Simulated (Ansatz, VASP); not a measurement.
## GaN in two plane-wave programs

Aim: how closely do two programs agree when they are given the same cell, functional and k mesh?

Program: Ansatz 0.2.0. Level of theory: plane waves, with VASP 6.6.1 beside it; single point at PBE, dielectric response at PBE and single point at r2SCAN. Results are calculated unless marked as measured.

The database entry behind the starting cell differs from later determinations by our own check (about 0.3 % short, ideal inner coordinate), so it need not match the best structure at ambient conditions.

### 1. Set-up

The structure is hexagonal, space group P6_3mc (No. 186). Conventional cell: a = 3.180 Å, b = 3.180 Å, c = 5.166 Å, α = 90.00°, β = 90.00°, γ = 120.00°. Nearest to Ga lie 4 N at 1.94 to 1.95 Å. Nearest to N lie 4 Ga at 1.94 to 1.95 Å. Farther neighbours and most contacts between anions are not listed.

### 2. Ansatz: single point, PBE

Ansatz runs on its default PAW (the set named soft_2) files.

With cell and atoms fixed, the geometry can't cause a difference; cores, projectors, grids and the points listed under the comparison can.

File input.yaml:

```yaml
crystal:
  lattice:
    - [3.18, 0.0, 0.0]
    - [-1.59, 2.753960784, 0.0]
    - [0.0, 0.0, 5.166]
  atoms:
    - { symbol: Ga, position: [0.6666666667, 0.3333333333, 0.5] }
    - { symbol: Ga, position: [0.3333333333, 0.6666666667, 0.0] }
    - { symbol: "N", position: [0.6666666667, 0.3333333333, 0.875] }
    - { symbol: "N", position: [0.3333333333, 0.6666666667, 0.375] }
hamiltonian:
  xc: pbe
  pseudopotentials: { kind: paw }
kpoints:
  mp_grid: { grid: [8, 8, 5] }
scf:
  occupations: { method: gaussian, width: 0.05 }
  n_extra_bands: 5
output:
  forces: true
  stress: true
  eigenvalues: true
```

Run with:

```console
$ ansatz run input.yaml --threads 2 --pin off --max-ram 4608MiB --backend cpu --events-out ev --progress --plain --runs-dir out
```

Numbers of over 12 decimals in the logs are rounded to 6 here.

The program printed:

```text
scf.n_extra_bands = 5 over 18 filled bands (N_el = 36.0): the run solves 23 bands
Engine: ansatz 0.2.0, x86_64-unknown-linux-gnu
Pseudopotentials: kind: paw
Pseudopotential: Ga, paw, valence charge 13, recommended cutoff 420 eV (normal), Ga.paw.azcp
Pseudopotential: N, paw, valence charge 5, recommended cutoff 420 eV (normal), N.paw.azcp
Functional definition: PBE
  parameter kappa = 0.804
  parameter beta = 0.066725
  exchange = pbe_x(kappa = kappa, mu = beta*pi^2/3)
  correlation = pbe_c(beta = beta)
Crystal: 4 atoms, lattice volume = 45.242 Å³
Basis set: ecut = 420 eV, 881 PW (Γ), exchange–correlation on 48×48×72 points (8 copies of the dense FFT grid, shifted against one another)
Bands: 23, of which v1, the nominal top of the filled ones, is band 18 counted from 1 (17 counted from 0)
Symmetry: 12 space group operations
Space group: P63mc (ITA 186), of the structure as read, at distance tolerance 3.6e-5 Å
k-points: 30 of 320 (time reversal used)
Non-local potential: Ga, projectors of the file, l = 0: 2, l = 1: 2, l = 2: 3, l = 3: 1
Non-local potential: N, projectors of the file, l = 0: 2, l = 1: 2, l = 2: 1
PAW form: soft (Blöchl's): semilocal exchange-correlation on the pseudo side does not see the compensation charge
PAW one-centre angular grid: Ga, 590 points (default); XC on 64 Gauss nodes
PAW one-centre angular grid: N, 110 points (default); XC on 64 Gauss nodes
Initial density: superposition of atomic densities (neutral atoms: chi_scale 0, normalization atom), corrected by the library's trained network
Initial wavefunctions: pseudopotential atomic-orbital guess
Functional: x = pbe(κ = 0.804, μ = 0.219515), c = pbe(β = 0.066725)
SCF iter   1: F=—  HF=-8335.795243 eV  |F-HF|=—  |Δ(HF+E_count)|=         —  Δρ=8.43e-4  dr2=1.79e-4  ethr=1.77e-3  ⟨swp⟩=5.2  Hψ=2773  notcnv=0
preconditioner: auto → Resta (q_TF=auto, 2.626 Å⁻¹)  ε∞=4.7  [insulator: Δε(μ)=1.958 eV  Ē_g=17.271 eV  σ=0.050 eV  W_gap=1.00  n_scr=22 (ndim 8)  ℏωp=33.1 eV  f_vac=0.008  D(μ)=0.00/eV (n_scr^D=0)  ε∞_Penn≈4.7]
SCF iter   2: F=—  HF=-8335.795863 eV  |F-HF|=—  |Δ(HF+E_count)|=   6.20e-4  Δρ=3.99e-4  dr2=2.47e-5  ethr=4.97e-7  ⟨swp⟩=2.2  Hψ=1476  notcnv=0
SCF iter   3: F=—  HF=-8335.795972 eV  |F-HF|=—  |Δ(HF+E_count)|=   1.09e-4  Δρ=1.90e-4  dr2=6.86e-6  ethr=6.85e-8  ⟨swp⟩=2.0  Hψ=1142  notcnv=0
SCF iter   4: F=—  HF=-8335.796002 eV  |F-HF|=—  |Δ(HF+E_count)|=   3.02e-5  Δρ=5.18e-5  dr2=8.38e-7  ethr=1.91e-8  ⟨swp⟩=2.0  Hψ=1182  notcnv=0
iter 5 did not close the SCF: its close was put off for the readings that it lacked (scf_convergence_deferred on its scf_iter line)
SCF iter   5: F=-8335.796004 eV  HF=-8335.796004 eV  |F-HF|=2.26e-7  |Δ(HF+E_count)|=   2.16e-6  Δρ=1.79e-5  dr2=9.05e-8  ethr=2.33e-9  ⟨swp⟩=2.0  Hψ=1199  notcnv=0
SCF iter   6: F=-8335.796004 eV  HF=-8335.796004 eV  |F-HF|=4.48e-9  |Δ(HF+E_count)|=   2.45e-7  Δρ=3.50e-6  dr2=4.99e-9  ethr=2.51e-10  ⟨swp⟩=4.5  Hψ=2885  notcnv=0
SCF 1 converged in 6 iterations: F = -8335.796004 eV  dr2 = 4.99e-9
  greatest PAW one-centre occupation: 0.995 electrons in one spin orbital (limit 2), on the Ga atom at site 0 (counted from 0), in its partial waves of l = 2
SCF converged after 6 iterations
Free energy (F): -8335.796004 eV
Harris-Foulkes:  -8335.796004 eV  (|F-HF|=4.48e-9)
Internal energy: -8335.796004 eV  (E = F + TS)
E sigma→0 (E₀):  -8335.796004 eV
Fermi energy:    10.834717 eV
--- Per-component energies (eV) ---
  E_band       = -5.325011
  E_kinetic    = 495.403769
  E_local      = -3888.982246  (includes V_loc(G=0)·N_el)
  E_nonlocal   = 948.900920
  E_hartree    = 1791.449295
  E_xc         = -257.978651
  E_vxc        = -268.792289  (∫ρ·V_xc dr)
  E_paw        = -4240.762417  (= ΣΔE_a)
  E_vpaw       = -874.754221  (= ΣTr[D̂ρ^β])
  E_aug_tail   = 0.000054  (compensation charges beyond the density's cutoff)
  E_ewald      = -3183.826728
  E_smearing   = -0.000000  (= −TS)
  E_closure    = -0.000000  (closes the sum)
  Σ components = -8335.796004   (vs F -8335.796004, Δ=0.00e0)
--- Forces (eV/Å), atoms counted from 1 ---
  atom   1  Ga    -0.00000000    -0.00000000    -0.13708074
  atom   2  Ga     0.00000000     0.00000000    -0.13708074
  atom   3  N      0.00000000    -0.00000000     0.13707036
  atom   4  N      0.00000000     0.00000000     0.13707036
  max |Σ_I F_I| component: 2.08e-5 eV/Å
--- Stress (GPa, compression-positive) ---
        6.575317       0.000000      -0.000000
        0.000000       6.575317       0.000000
       -0.000000       0.000000       8.721919
  P = ⅓ Tr σ = 7.2909 GPa (72.909 kbar)
--- Band table (eV; the first three rows and the last of 30) ---
  k-point 0: bands = [... 14 lower, 8.7904, 9.7926, 9.8521, 9.8521, 11.8164, 14.1548, 19.1051, 19.7819, ... 1 higher]
  k-point 1: bands = [... 14 lower, 8.8872, 8.8872, 9.7463, 9.7463, 12.6957, 14.2294, 18.8384, 19.8261, ... 1 higher]
  k-point 2: bands = [... 14 lower, 9.1447, 9.1447, 9.4730, 9.4730, 13.8073, 14.2844, 18.4038, 18.6577, ... 1 higher]
  k-point 29: bands = [... 14 lower, 5.5671, 6.3011, 8.0272, 8.3335, 15.7545, 16.3667, 17.2836, 17.7843, ... 1 higher]
```

Elapsed: 1.2 s, on 2 threads of AMD EPYC 7B13 (Zen 3), shared host; peak memory 0.39 GiB; 2.2 s of CPU time.

Reading the cycles: dr2 is the Hartree energy of the density residual (eV), the measure of convergence; HF is the Harris–Foulkes estimate of the energy, which meets the free energy F at convergence.

The run ends at a pressure of 7.29 GPa, with forces up to 0.14 eV/Å.

### 3. VASP: single point, PBE

The same cell, functional, mesh and smearing now go to VASP, with its own data sets and cutoff.

Lines of VASP's logs that name or quote its potential files are left out, and so is its time.

File INCAR:

```
SYSTEM = GaN
PREC = Accurate
ENCUT = 520
EDIFF = 1E-07
NELM = 100
ISMEAR = 0
SIGMA = 0.05
LREAL = .FALSE.
ALGO = Normal
GGA = PE
NBANDS = 24
LORBIT = 11
LWAVE = .FALSE.
LCHARG = .FALSE.
KPAR = 4
```

File POSCAR:

```
GaN
1.0
    3.1800000000      0.0000000000      0.0000000000
   -1.5900000000      2.7539607840      0.0000000000
    0.0000000000      0.0000000000      5.1660000000
Ga N
2 2
Direct
    0.6666666667      0.3333333333      0.5000000000
    0.3333333333      0.6666666667      0.0000000000
    0.6666666667      0.3333333333      0.8750000000
    0.3333333333      0.6666666667      0.3750000000
```

File KPOINTS:

```
Automatic mesh
0
Gamma
8 8 5
0 0 0
```

The projector-augmented-wave data sets are Ga_d and N (PBE family, release 64).

Run with:

```console
$ mpirun -np 4 vasp_std
```

The program printed:

```text
[banner, memory and clock lines left out]
running    4 mpi-ranks, on    1 nodes
 distrk:  each k-point on    1 cores,    4 groups
 distr:  one band on    1 cores,    1 groups

 POSCAR found type information on POSCAR GaN
 POSCAR found :  2 types and       4 ions
 LDA part: xc-table for (Slater+PW92), standard interpolation
 POSCAR, INCAR and KPOINTS ok, starting setup
 FFT: planning ... GRIDC
 FFT: planning ... GRID_SOFT
 FFT: planning ... GRID
 WAVECAR not read
 entering main loop
       N       E                     dE             d eps       ncg     rms          rms(c)
DAV:   1     0.270208291065E+03    0.27021E+03   -0.18039E+04  1552   0.279E+03
DAV:   2     0.344120312196E+01   -0.26677E+03   -0.25343E+03  1624   0.511E+02
DAV:   3    -0.273768322559E+02   -0.30818E+02   -0.30547E+02  1680   0.141E+02
DAV:   4    -0.283210844535E+02   -0.94425E+00   -0.94297E+00  1952   0.279E+01
DAV:   5    -0.283357277212E+02   -0.14643E-01   -0.14636E-01  1688   0.306E+00    0.110E+01
DAV:   6    -0.241788130993E+02    0.41569E+01   -0.12663E+01  2448   0.534E+01    0.306E+00
DAV:   7    -0.242969192379E+02   -0.11811E+00   -0.16385E+00  1560   0.100E+01    0.273E+00
DAV:   8    -0.242934713709E+02    0.34479E-02   -0.18690E-01  2232   0.661E+00    0.763E-01
DAV:   9    -0.242765163680E+02    0.16955E-01   -0.75797E-02  2512   0.469E+00    0.329E-01
DAV:  10    -0.242773142461E+02   -0.79788E-03   -0.42476E-03  1632   0.631E-01    0.121E-01
DAV:  11    -0.242772203079E+02    0.93938E-04   -0.11824E-03  2224   0.608E-01    0.268E-02
DAV:  12    -0.242772322208E+02   -0.11913E-04   -0.12385E-04  1496   0.816E-02    0.165E-02
DAV:  13    -0.242772325609E+02   -0.34009E-06   -0.31725E-05  2408   0.891E-02    0.127E-02
DAV:  14    -0.242772327149E+02   -0.15407E-06   -0.46751E-06  1960   0.227E-02    0.459E-03
DAV:  15    -0.242772327076E+02    0.73269E-08   -0.41391E-07  1816   0.439E-03
   1 F= -.24277233E+02 E0= -.24277233E+02  d E =-.453985E-17
```

OUTCAR, selected parts (step 3):

```text
ion  position               nearest neighbor table
   1  0.667  0.333  0.500-   3 1.94   4 1.95   4 1.95   4 1.95
   2  0.333  0.667  0.000-   4 1.94   3 1.95   3 1.95   3 1.95
   3  0.667  0.333  0.875-   1 1.94   2 1.95   2 1.95   2 1.95
   4  0.333  0.667  0.375-   2 1.94   1 1.95   1 1.95   1 1.95

  LATTYP: Found a hexagonal cell.
 ALAT       =     3.1800000000
 C/A-ratio  =     1.6245283019

 Subroutine GETGRP returns: Found 12 space group operations
 (whereof  6 operations were pure point group operations)

The static configuration has the point symmetry C_3v.
 The point group associated with its full space group is C_6v.

 Found     30 irreducible k-points:

   k-points           NKPTS =     30   k-points in BZ     NKDIM =     30   number of bands    NBANDS=     24

   dimension x,y,z NGX =    24 NGY =   24 NGZ =   40
   dimension x,y,z NGXF=    48 NGYF=   48 NGZF=   80

   ENCUT  =  520.0 eV  38.22 Ry    6.18 a.u.   5.91  5.91  9.61*2*pi/ulx,y,z

   NELECT =      36.0000    total number of electrons

 k-points in reciprocal lattice and weights: Automatic mesh
   0.00000000  0.00000000  0.00000000       0.003
   0.12500000  0.00000000  0.00000000       0.019
   0.25000000  0.00000000  0.00000000       0.019
   0.37500000 -0.00000000  0.00000000       0.019
   0.50000000  0.00000000  0.00000000       0.009
   0.12500000  0.12500000  0.00000000       0.019
   0.25000000  0.12500000  0.00000000       0.038
   0.37500000  0.12500000  0.00000000       0.038
   0.25000000  0.25000000  0.00000000       0.019
[...]
0.25000000  0.25000000  0.40000000       0.038
   0.37500000  0.25000000  0.40000000       0.038

 average (electrostatic) potential at core
       1 -63.3818       2 -63.3818       3 -61.9353       4 -61.9353

 E-fermi :   5.7111

 k-point     1 :       0.0000    0.0000    0.0000
  band No.  band energies     occupation
    ...
     14       4.3688      2.00000
     15       4.3688      2.00000
     16       5.3710      2.00000
     17       5.4314      2.00000
     18       5.4314      2.00000
     19       7.4026      0.00000
     20       9.7295      0.00000
     21      14.6872      0.00000
     22      15.3468      0.00000
     23      15.3468      0.00000
    ...

 k-point     2 :       0.1250    0.0000    0.0000
  band No.  band energies     occupation
    ...
     14       3.3111      2.00000
     15       4.0574      2.00000
     16       4.2780      2.00000
     17       5.2109      2.00000
     18       5.2946      2.00000
     19       8.4451      0.00000
     20      10.5893      0.00000
     21      14.0962      0.00000
     22      14.6067      0.00000
     23      15.7210      0.00000
    ...

 k-point     3 :       0.2500    0.0000    0.0000
  band No.  band energies     occupation
    ...
     14       1.3991      2.00000
     15       2.5649      2.00000
     16       3.4132      2.00000
     17       4.6844      2.00000
     18       4.9403      2.00000
     19       9.7706      0.00000
     20      11.4000      0.00000
     21      12.8296      0.00000
     22      13.9952      0.00000
     23      15.6824      0.00000
    ...

  Total        1.8487751      1.8487751      2.4650329      0.0000000      0.0000000      0.0000000
  in kB       65.4719684     65.4719684     87.2959365      0.0000000      0.0000000      0.0000000
  external PRESSURE =      72.7466244 kB  Pullay stress =       0.0000000 kB

  energy-cutoff  :      520.00
  volume of cell :       45.24
      direct lattice vectors                 reciprocal lattice vectors
     3.180000000  0.000000000  0.000000000     0.314465409  0.181556688  0.000000000
    -1.590000000  2.753960784  0.000000000     0.000000000  0.363113377  0.000000000
     0.000000000  0.000000000  5.166000000     0.000000000  0.000000000  0.193573364

 POSITION                                       TOTAL-FORCE (eV/Angst)
 -----------------------------------------------------------------------------------
      1.59000      0.91799      2.58300        -0.000000      0.000000     -0.134740
     -0.00000      1.83597      0.00000         0.000000     -0.000000     -0.134740
      1.59000      0.91799      4.52025         0.000000      0.000000      0.134740
     -0.00000      1.83597      1.93725        -0.000000     -0.000000      0.134740
 -----------------------------------------------------------------------------------
    total drift:                               -0.000001     -0.000001     -0.000224

  FREE ENERGIE OF THE ION-ELECTRON SYSTEM (eV)
  ---------------------------------------------------
  free  energy   TOTEN  =       -24.2772327076 eV

  energy  without entropy=      -24.2772327076  energy(sigma->0) =      -24.27723271

 total charge
# of ion       s       p       d       tot
------------------------------------------
    1        0.789   0.910  10.186  11.885
    2        0.789   0.910  10.186  11.885
    3        1.224   2.531   0.000   3.755
    4        1.224   2.531   0.000   3.755
--------------------------------------------------
tot          4.026   6.881  20.372  31.280

[... 3 further parts left out ...]
```

The run ends at a pressure of 7.27 GPa, with forces up to 0.13 eV/Å.

### 4. Differences

Known differences besides the potentials themselves: the cutoff is 420 eV in Ansatz and 520 eV in VASP; VASP leaves aspherical gradient terms in its spheres out (LASPH is not set), Ansatz keeps them. Total energies have different zeros and are not compared.

The two programs side by side:

```
                                        quantity  Ansatz   VASP  difference
                                  pressure (GPa)    7.29   7.27       +0.02
pressure without Ansatz's Pulay correction (GPa)    6.77   7.27       -0.50
                          gap on the k mesh (eV)   1.964  1.971      -0.007
```

Forces (eV/Å; atoms numbered as in POSCAR):

```
atom        Ansatz x, y, z          VASP x, y, z
 Ga1  0.000, 0.000, -0.137  0.000, 0.000, -0.135
 Ga2  0.000, 0.000, -0.137  0.000, 0.000, -0.135
  N3   0.000, 0.000, 0.137   0.000, 0.000, 0.135
  N4   0.000, 0.000, 0.137   0.000, 0.000, 0.135
```

The forces differ by 1.4 meV/Å r.m.s., which is 1.7 % of the r.m.s. force of 0.08 eV/Å (both taken over all components). A gap on the mesh is an upper bound, since the band edges may lie between its points. Ansatz's pressure holds a Pulay correction of 0.52 GPa; VASP's holds none.

### 5. What the set-up changes

Further runs change the set-up of one program: Ansatz's method, potentials or start, or VASP's data sets, cutoff or form of LDA. The table gives Ansatz less VASP for each quantity, since a change that brings one quantity closer may part another.

```
                              run  r.m.s. force difference (meV/Å)  pressure (GPa)  gap on the k mesh (eV)
                         as above                              1.4           0.016                 -0.0069
Ansatz's all-electron LAPW method                             0.99          -0.082                   0.011
```

### 6. VASP: dielectric response, PBE

The response to a field tests empty states and converges slowly with the mesh.

File INCAR:

```
SYSTEM = GaN
PREC = Accurate
ENCUT = 520
EDIFF = 1E-08
NELM = 100
ISMEAR = 0
SIGMA = 0.01
LREAL = .FALSE.
ALGO = Normal
GGA = PE
NBANDS = 24
LWAVE = .FALSE.
LCHARG = .FALSE.
KPAR = 4
LEPSILON = .TRUE.
```

POSCAR is that of step 3.

File KPOINTS:

```
Automatic mesh
0
Gamma
11 11 6
0 0 0
```

Run with:

```console
$ mpirun -np 4 vasp_std
```

The program printed:

```text
[... set-up lines as in an earlier step ...]
 entering main loop
       N       E                     dE             d eps       ncg     rms          rms(c)
DAV:   1     0.272772145033E+03    0.27277E+03   -0.18183E+04  3328   0.283E+03
DAV:   2     0.441751933186E+01   -0.26835E+03   -0.25581E+03  3400   0.511E+02
DAV:   3    -0.273578477487E+02   -0.31775E+02   -0.31504E+02  3648   0.143E+02
DAV:   4    -0.283195393703E+02   -0.96169E+00   -0.96013E+00  3968   0.281E+01
[...]
DAV:  15    -0.242776863971E+02    0.88039E-09   -0.39243E-07  4304   0.418E-03    0.225E-03
DAV:  16    -0.242776863851E+02    0.12054E-07   -0.24411E-08  3112   0.184E-03    0.108E-03
DAV:  17    -0.242776863941E+02   -0.90449E-08   -0.25493E-08  3016   0.119E-03
   1 F= -.24277686E+02 E0= -.24277686E+02  d E =-.154244E-63
 Linear response reoptimize wavefunctions to high precision
DAV:   1    -0.242776863947E+02   -0.52933E-09   -0.57032E-09  2856   0.549E-04
DAV:   2    -0.242776863947E+02   -0.72760E-10   -0.19486E-10  1840   0.118E-04
 Linear response G [H, r] |phi>, progress :
  Direction:   1
[...]
RMM:  12    -0.633629368148E+00   -0.82577E-06    0.31325E-07 18514   0.176E-04    0.153E-05
RMM:  13    -0.633629842033E+00   -0.47389E-06    0.11790E-07 10308   0.681E-05    0.548E-06
 change of polarisation eV/A/(eV/A) component  2 :    -0.174     1.176    -0.000
 dielectric tensor                  component  2 :    -0.696     5.702    -0.000
 Linear response to external field, progress :
  Direction:   3
       N       E                     dE             d eps       ncg     rms          rms(c)
RMM:   1    -0.111210795370E+00   -0.11121E+00    0.33299E+00  3378   0.930E+00
RMM:   2    -0.609191821925E+00   -0.49798E+00   -0.11264E-01  5935   0.208E+00    0.119E+00
RMM:   3    -0.616330999005E+00   -0.71392E-02   -0.22697E-02  5871   0.806E-01    0.701E-01
RMM:   4    -0.647280811635E+00   -0.30950E-01   -0.96286E-03  5970   0.708E-01    0.575E-02
[...]
RMM:  10    -0.650444865633E+00    0.50818E-05   -0.48470E-08  5785   0.842E-04    0.832E-05
RMM:  11    -0.650446551320E+00   -0.16857E-05   -0.12190E-07  5967   0.313E-04    0.301E-05
RMM:  12    -0.650447134287E+00   -0.58297E-06   -0.63066E-08  5167   0.127E-04    0.635E-06
 change of polarisation eV/A/(eV/A) component  3 :    -0.125    -0.097     1.211
 dielectric tensor                  component  3 :    -0.502    -0.388     5.842
 Born effective charges drift removed
```

Parts of OUTCAR (step 6):

```text
  Total        1.8515138      1.8515138      2.4701345      0.0000000     -0.0000000      0.0000000
  in kB       65.5689554     65.5689554     87.4766024      0.0000000     -0.0000000      0.0000000
  external PRESSURE =      72.8715044 kB  Pullay stress =       0.0000000 kB

 POSITION                                       TOTAL-FORCE (eV/Angst)
 -----------------------------------------------------------------------------------
      1.59000      0.91799      2.58300         0.000000      0.000000     -0.134698
     -0.00000      1.83597      0.00000         0.000000     -0.000000     -0.134698
      1.59000      0.91799      4.52025         0.000000      0.000000      0.134698
     -0.00000      1.83597      1.93725        -0.000000      0.000000      0.134698
 -----------------------------------------------------------------------------------
    total drift:                               -0.000001     -0.000001     -0.000246

 MACROSCOPIC STATIC DIELECTRIC TENSOR (including local field effects in DFT)
 ------------------------------------------------------
           5.701918    -0.000000     0.000000
           0.000000     5.701918     0.000000
          -0.000000     0.000000     5.842033
 ------------------------------------------------------

[... 1 part as in an earlier step ...]

[... 1 further part left out ...]
```

The dielectric response converges more slowly with the mesh than energies do, so tensor and charges may still move on a finer one.

[end of part 1 of 2]

[Lines on the potential files, build, host, timing and source positions are cut from VASP's logs without a mark.]

[Logs are printed without paths, hosts, clocks, repeated set-up lines and the standing remarks that a program may print on its own settings, such as how far it seeks lower states.]

[Hosts, paths, dates, database ids (printed as entryN), source tags and the programs' standing remarks are cut or masked in the printed files.]
